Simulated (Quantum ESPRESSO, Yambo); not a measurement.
# A GW chain in Yambo: GaAs (F-43m), part 2 of 3

How does a plane-wave GW calculation on GaAs (F-43m) run from the first input to the gap?

Quantum ESPRESSO 7.5 and Yambo 5.3.0; PBE and many-body steps on it, plane waves. Known limits of the many-body steps: not at the basis limit; coarse k mesh.

So far. Step 2 (Ground state): The gap is direct, at Γ. Step 3 (Bands along the symmetry lines): The gap is 0.412 eV, as in the run before at this level.

### Step 4. Empty states on the mesh, 4×4×4 mesh, 374 bands

Level of this step: DFT, PBE with spin-orbit coupling, plane waves, norm-conserving pseudopotentials (Quantum ESPRESSO).

The sums over transitions need many empty states on a uniform mesh; this step solves for them.

Contents of pw.in:

```
&control
  calculation = 'nscf'
  prefix = 'x'
  outdir = 'o'
  pseudo_dir = 'pseudo'
/
&system
  ibrav = 0
  nat = 2
  ntyp = 2
  ecutwfc = 104.0
  nbnd = 374
  force_symmorphic = .true.
  noncolin = .true.
  lspinorb = .true.
/
&electrons
  conv_thr = 1e-9
  electron_maxstep = 80
  diago_full_acc = .true.
  diago_thr_init = 5e-6
/
ATOMIC_SPECIES
  Ga 69.723 Ga.upf
  As 74.922 As.upf
CELL_PARAMETERS angstrom
  0.0000000000 2.8268500000 2.8268500000
  2.8268500000 0.0000000000 2.8268500000
  2.8268500000 2.8268500000 0.0000000000
ATOMIC_POSITIONS crystal
  Ga 0.0000000000 0.0000000000 0.0000000000
  As 0.2500000000 0.2500000000 0.2500000000
K_POINTS automatic
  4 4 4 0 0 0
```

The run is started by

```sh
$ OMP_NUM_THREADS=1 mpirun -n 4 pw.x -nk 4 -in pw.in > pw.out
```

Log:

```text
[banner, memory and clock lines left out]
Program PWSCF v.7.5 starts

     Atomic positions and unit cell read from directory:
     o/x.save/

     Message from routine setup:
     using ibrav=0 with symmetry is DISCOURAGED, use correct ibrav instead

     G-vector sticks info

     bravais-lattice index     =            0
     lattice parameter (alat)  =       7.5547  a.u.
     unit-cell volume          =     304.8842 (a.u.)^3
     number of atoms/cell      =            2
     number of atomic types    =            2
     number of electrons       =        44.00
     number of Kohn-Sham states=          374
     kinetic-energy cutoff     =     104.0000  Ry
     charge density cutoff     =     416.0000  Ry
     Exchange-correlation= PBE
                           (   1   4   3   4   0   0   0)
     Non magnetic calculation with spin-orbit

     celldm(1)=   7.554690  celldm(2)=   0.000000  celldm(3)=   0.000000
     celldm(4)=   0.000000  celldm(5)=   0.000000  celldm(6)=   0.000000

     crystal axes: (cart. coord. in units of alat)
               a(1) = (   0.000000   0.707107   0.707107 )
               a(2) = (   0.707107   0.000000   0.707107 )
               a(3) = (   0.707107   0.707107   0.000000 )

     reciprocal axes: (cart. coord. in units 2 pi/alat)
               b(1) = ( -0.707107  0.707107  0.707107 )
               b(2) = (  0.707107 -0.707107  0.707107 )
               b(3) = (  0.707107  0.707107 -0.707107 )
     Pseudo is Norm-conserving + core correction, Zval = 21.0
     Generated using ONCVPSP code by D. R. Hamann
     Using radial grid of 1926 points, 10 beta functions with:
     Pseudo is Norm-conserving + core correction, Zval = 23.0
     Generated using ONCVPSP code by D. R. Hamann
     Using radial grid of 1358 points, 10 beta functions with:
     Ga               21.00    69.72300     Ga( 1.00)
     As               23.00    74.92200     As( 1.00)

     24 Sym. Ops. (no inversion) found

   Cartesian axes

     site n.     atom                  positions (alat units)
         1        Ga     tau(   1) = (   0.0000000   0.0000000   0.0000000  )
         2        As     tau(   2) = (   0.3535534   0.3535534   0.3535534  )

     number of k points=     8
                       cart. coord. in units 2pi/alat
        k(    1) = (   0.0000000   0.0000000   0.0000000), wk =   0.0156250
        k(    2) = (   0.1767767   0.1767767  -0.1767767), wk =   0.1250000
        k(    3) = (  -0.3535534  -0.3535534   0.3535534), wk =   0.0625000
[...]
k(    7) = (  -0.7071068   0.0000000   0.0000000), wk =   0.0468750
        k(    8) = (  -0.7071068   0.3535534   0.0000000), wk =   0.0937500

     Dense  grid:    43655 G-vectors     FFT dimensions: (  50,  50,  50)

     The potential is recalculated from file :
     o/x.save/charge-density

     Starting wfcs are   52 randomized atomic wfcs +  322 random wfcs

     Band Structure Calculation

     End of band structure calculation

          k = 0.0000 0.0000 0.0000 (  5577 PWs)   bands (ev):

  -174.8558-174.8558-133.7972-133.7972-121.6513-121.6513-116.6297-116.6297
  -116.6297-116.6297 -86.9821 -86.9821 -83.3562 -83.3562 -83.3562 -83.3562
   -25.7354 -25.7354 -25.7354 -25.7354 -25.0121 -25.0121 -25.0065 -25.0065
   -25.0065 -25.0065  -5.2051  -5.2051  -5.2051  -5.2051  -4.7794  -4.7794
    -4.7274  -4.7274  -4.7274  -4.7274  -2.8928  -2.8928   9.6080   9.6080
[...]
[... 35 further rows ...]
[...]
131.0193 131.0193 136.7974 136.7974 138.3694 138.3694

          k = 0.1768 0.1768-0.1768 (  5459 PWs)   bands (ev):

  -174.8558-174.8558-133.7972-133.7972-121.6513-121.6513-116.6297-116.6297
  -116.6297-116.6297 -86.9819 -86.9819 -83.3560 -83.3560 -83.3560 -83.3560
[...]
[... 35 further rows ...]
[...]
137.5929 137.5929 139.8698 139.8698 139.9371 139.9371

          k =-0.3536-0.3536 0.3536 (  5444 PWs)   bands (ev):

  -174.8558-174.8558-133.7972-133.7972-121.6513-121.6513-116.6297-116.6297
  -116.6297-116.6297 -86.9819 -86.9819 -83.3560 -83.3560 -83.3560 -83.3560
[...]
32.7543  32.7543  32.7713  32.7713  35.9937  35.9937  36.5802  36.5802
     [... 35 further rows ...]
   134.8857 134.8857 134.9329 134.9329 135.0318 135.0318 135.0764 135.0764
   137.0379 137.0379 138.5575 138.5575 140.1756 140.1756

          k = 0.3536 0.0000 0.0000 (  5457 PWs)   bands (ev):

     [... further k-points ...]

     highest occupied, lowest unoccupied level (ev):     9.9419   10.3538

     XML data file, pseudopotentials, collected wavefunctions
```

Elapsed: 2 min, on 4 MPI ranks of Arm Neoverse V1, shared host; peak memory 1.6 GiB.

This step gave:

| Quantity | Value |
| --- | --- |
| gap | 0.4119 eV |
| k of the valence top | 0, 0, 0 |
| k of the conduction bottom | 0, 0, 0 |
| least direct gap | 0.4119 eV |
| k points computed | 8 |
| lowest point of the top converged band, above the valence top | 127.0899 eV |

On this mesh the gap is 0.412 eV.

### Step 5. Conversion and set-up

This step: Yambo 5.3.0; conversion and set-up on PBE with spin-orbit coupling, plane waves, norm-conserving pseudopotentials.

The states are converted to the many-body program's format and the q mesh is built.

The run is started by

```sh
$ (cd o/x.save; p2y > p2y.log; mv SAVE ../..); yambo > setup.log
```

Log:

```text
 Yambo, version 5.3.0

 [02] CORE Variables Setup
 =========================

  [02.01] Unit cells
  ==================

  Cell kind             :  FCC
  Atoms in the cell     :  Ga  As
  number of Ga atoms    :  1
  number of As atoms    :  1

  List of atomic masses
  Mass of Ga    :  69.72300
  Mass of As    :  74.92200

  List of atomic coordinates    : [cc]
  Ga1       :  0.000000  0.000000  0.000000  order 1
  As1       :  2.670986  2.670986  2.670986  order 2

  Alat factors          :  5.341972  5.341972  5.341972 [a.u.]
  Direct lattice volume :  304.8842 [a.u.]
  Direct lattice vectors:  A[ 1 ]  A[ 2 ]  A[ 3 ]
   A[ 1 ]:  0.000000  1.000000  1.000000  [iru]
   0.000000  5.341972  5.341972  [cc]
   A[ 2 ]:  1.000000  0.000000  1.000000  [iru]
   5.341972  0.000000  5.341972  [cc]
   A[ 3 ]:  1.000000  1.000000  0.000000  [iru]
   5.341972  5.341972  0.000000  [cc]

  Recip. lattice volume :  0.813588 [a.u.]
  Recip. lattice vectors:  B[ 1 ]  B[ 2 ]  B[ 3 ]
   B[ 1 ]: -0.500000  0.500000  0.500000  [iku]
  -0.588096  0.588096  0.588096  [cc]
   B[ 2 ]:  0.500000 -0.500000  0.500000  [iku]
   0.588096 -0.588096  0.588096  [cc]
   B[ 3 ]:  0.500000  0.500000 -0.500000  [iku]
   0.588096  0.588096 -0.588096  [cc]

  [02.02] Symmetries
  ==================

  Inversion symmetry    : yes
  Spatial inversion     : no
  Inversion index       :  25
  K-space Time-reversal : yes
  Magnetic symmetries   : no
  Time-reversal derived K-space symmetries:   25   48
  Group table correct   : yes
  Symmetries units      :  [cc]

   [S  1]:   1.0000      0.14712E-16  0.14712E-16  0.14712E-16   1.0000     -0.14712E-16 -0.14712E-16 -0.14712E-16   1.0000
   [S  2]:  -1.0000     -0.14712E-16  0.14712E-16 -0.14712E-16  -1.0000     -0.14712E-16  0.14712E-16  0.14712E-16   1.0000
   [S  3]:  -1.0000      0.14712E-16 -0.14712E-16 -0.14712E-16   1.0000      0.14712E-16  0.14712E-16 -0.14712E-16  -1.0000
[...]
[S  9]:  0.14712E-16   1.0000      0.14712E-16 -0.14712E-16  0.14712E-16   1.0000       1.0000     -0.14712E-16 -0.14712E-16
   [S 10]:  0.14712E-16  -1.0000     -0.14712E-16 -0.14712E-16 -0.14712E-16  -1.0000       1.0000      0.14712E-16  0.14712E-16
     [... 36 further rows ...]
   [S*47]:   1.0000      0.14712E-16 -0.14712E-16  0.14712E-16 -0.14712E-16  -1.0000     -0.14712E-16   1.0000      0.14712E-16
   [S*48]:   1.0000     -0.14712E-16  0.14712E-16  0.14712E-16  0.14712E-16   1.0000     -0.14712E-16  -1.0000     -0.14712E-16

  [02.03] Reciprocal space
  ========================

  nG shells         :   403
  nG charge         :   43655
  nG WFs            :   6501
  nC WFs            :   5577
  G-vecs. in first 40 shells:  [ Number ]
     1    9   15   27   51   59   65   89  113
    137   169   181   229   259   283   307   331   339
    387   411   459   531   537   561   609   645   701
[...]
1139  1211  1243  1291
  ...
[...]
K/Q-points units:
  rlu = crystal or reduced units; cc = cartesian coordinates; iku = interal k-units

  K [1]          [rlu]:  0.000000  0.000000  0.000000
         WF components:   5577
  K [2]          [rlu]: -0.91587E-18 -0.91587E-18  0.25000
         WF components:   5459
  K [3]          [rlu]:  0.18317E-17  0.18317E-17 -0.50000
         WF components:   5444
  K [4]          [rlu]: -0.26116E-17  0.25000      0.25000
         WF components:   5457
  K [5]          [rlu]:  0.18030E-16  0.25000     -0.50000
         WF components:   5467
  [... 2 further k-points ...]
  K [8]          [rlu]:  0.250000 -0.500000 -0.250000
         WF components:   5440

  [02.05] Energies & Occupations
  ==============================

  [X] === General ===
  [X] Electronic Temperature                        :  0.000000  0.000000 [eV K]
  [X] Bosonic    Temperature                        :  0.000000  0.000000 [eV K]
  [X] Finite Temperature mode                       : no
  [X] El. density                                   :  0.97390E+24 [cm-3]
  [X] Fermi Level                                   :  9.941932 [eV]

  [X] === Gaps and Widths ===
  [X] Conduction Band Min                           :  0.411904 [eV]
  [X] Valence Band Max                              :  0.000000 [eV]
  [X] Filled Bands                                  :   44
  [X] Empty Bands                                   :    45   374
  [X] Direct Gap                                    :  0.411904 [eV]
  [X] Direct Gap localized at k                     :  1
  [X] Indirect Gap                                  :  0.411904 [eV]
  [X] Indirect Gap between kpts                     :  1  1
  [X] Last valence band width                       :  3.427265 [eV]
  [X] 1st conduction band width                     :  3.990403 [eV]

  E @ K [1]:  [eV]
  -184.7977 -184.7977 -143.7392 -143.7392 -131.5932 -131.5932 -126.5716 -126.5716
  -126.5716 -126.5716  -96.9241  -96.9241  -93.2981  -93.2981  -93.2981  -93.2981
  -35.67736 -35.67736 -35.67736 -35.67736 -34.95407 -34.95407 -34.94842 -34.94842
[...]
occ @ K [1]
[...]
E @ K [2]:  [eV]
[...]
occ @ K [2]
[...]
E @ K [3]:  [eV]
[...]
occ @ K [3]
[...]
E @ K [4]:  [eV]
[...]
occ @ K [4]
[...]
E @ K [5]:  [eV]
[...]
occ @ K [5]
[...]
[... 2 further k-points ...]
  E @ K [8]:  [eV]
[...]
occ @ K [8]
[...]
0.000000  0.000000  0.000000  0.000000  0.000000  0.000000  0.000000  0.000000
   0.000000  0.000000  0.000000  0.000000  0.000000  0.000000  0.000000  0.000000

 [03] Transferred momenta grid and indexing
 ==========================================

 IBZ Q-points                                      :   8
 BZ  Q-points                                      :   64

 K/Q-points units:
 rlu = crystal or reduced units; cc = cartesian coordinates; iku = interal k-units

 Q [1]          [rlu]:  0.000000  0.000000  0.000000
 Q [2]          [rlu]: -0.91587E-18 -0.91587E-18  0.25000
 Q [3]          [rlu]:  0.18317E-17  0.18317E-17 -0.50000
[...]
Q [7]          [rlu]:  0.52231E-17 -0.50000     -0.50000
 Q [8]          [rlu]:  0.250000 -0.500000 -0.250000

  [03.01] X indexes
  =================

   [03.01.01] Sigma indexes
   ========================

 [06] Game Over & Game summary
```

The job ended after 4.2 s (1 MPI rank; peak memory 0.26 GiB).

(Part 2 of 3 ends here.)

[Paths, hosts, dates, memory and timing lines, banners, echoed tables and standing remarks are left out of the program output.]

[Logs are printed without paths, hosts, clocks, repeated set-up lines and the standing remarks that a program may print on its own settings, such as how far it seeks lower states.]

[Runs of the session that timed out or met a known fault of the program may be left out.]

[Hosts, paths, dates, database ids (printed as entryN), source tags and the programs' standing remarks are cut or masked in the printed files.]
